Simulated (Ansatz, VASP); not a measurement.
## Two plane-wave programs on Na4I

```
CELL_PARAMETERS angstrom
6.06716 0.00000 0.00000
0.00000 6.06716 0.00000
0.00000 0.00000 6.06716
ATOMIC_POSITIONS crystal
Na 0.50000 0.00000 0.00000
Na 0.00000 0.50000 0.00000
Na 0.00000 0.00000 0.50000
Na 0.00000 0.00000 0.00000
I 0.50000 0.50000 0.50000
```

Alike in both runs: functional PBE; k mesh 6 × 6 × 6; occupations gaussian, width 0.1 eV; no spin polarisation.

Ansatz relaxed the structure, and its values are those at the end. VASP's run is a single point on that final structure, the one shown.

|  | VASP | Ansatz |
| --- | --- | --- |
| version | VASP 6.6.1 | Ansatz 0.2.0 |
| potentials or method | VASP PAW PBE potentials, release 64 (Na_pv, I) | scalar-relativistic, plane waves, PAW |
| plane-wave cutoff (eV) | 520 | 420 |
| valence electrons in the cell | 35 | 53 |

```tsv
	VASP	Ansatz	Ansatz less VASP
gap on the k mesh at the Fermi level (eV)	none	none	-
pressure (GPa)	0.0	0.0	0.00
```

A gap of «none» marks a metal or a gap that the smearing closes. The functional is the same, so the differences come from potentials, cutoffs and numerics. The two sets of potentials don't hold the same shells in valence.

Caveats: an odd number of electrons without spin polarisation forces a metal; a magnetic or distorted state may lie lower. The runs have no spin-orbit coupling, so splittings on I are missing.
